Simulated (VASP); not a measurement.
Wanted: the native input for a VASP 6.6.1 run.

- Task: single point
- Functional: PBEsol
- Potentials or basis: VASP PAW PBE potentials, release 64 (Cd, Se)
- Cutoff: 520 eV
- k mesh: 10 × 10 × 10
- Occupations: gaussian, width 0.05 eV
- Spin: no spin polarisation
- Dipole correction: no
- Further INCAR settings: ALGO = Normal; EDIFF = 1e-06; NBANDS = 16

The structure of CdSe lies in POSCAR:

```
CdSe
1.0
    0.0000000000      3.1110825840      3.1110825840
    3.1110825840      0.0000000000      3.1110825840
    3.2846809921      3.2846809921     -0.1735984082
Cd Se
1 1
Direct
    0.0000000000      0.0000000000      0.0000000000
    0.7500000000      0.7500000000      0.7500000000
```

Measurements of this composition are mostly on another form, of space group No. 186.

The cell isn't the ideal one: volume 32.632 Å^3 an atom, length along [111] over the lengths across it, relative to the cubic cell 1.0837.

The input as run:

INCAR

```
SYSTEM = CdSe
  PREC = Accurate
  ENCUT = 520
  EDIFF = 1E-6
  ISMEAR = 0
  SIGMA = 0.05
  LREAL = .FALSE.
  LASPH = .TRUE.
  NELM = 60
  ALGO = Normal
  ISIF = 2
  LWAVE = .FALSE.
  LCHARG = .FALSE.
  GGA = PS
  NBANDS = 16
```

KPOINTS

```
Automatic mesh
0
G
  10 10 10
  0 0 0
```

Potentials or basis: VASP PAW PBE potentials, release 64 (Cd, Se).

Run with:

```bash
$ cat potpaw_PBE.64/Cd/POTCAR potpaw_PBE.64/Se/POTCAR > POTCAR
$ mpirun -np 1 vasp_std > vasp.out
```

It gave:

* Pressure: -4.9 GPa
* Largest force: 0.067 eV/Å
* Band gap on the k mesh: 0.23 eV, direct

Caveat: the PAW data sets were made with another functional, which shifts forces and pressure a little.

It took 62 s on 1 thread of Intel(R) Xeon(R) Platinum 8488C (Sapphire Rapids) (shared host), peak memory 0.29 GiB.
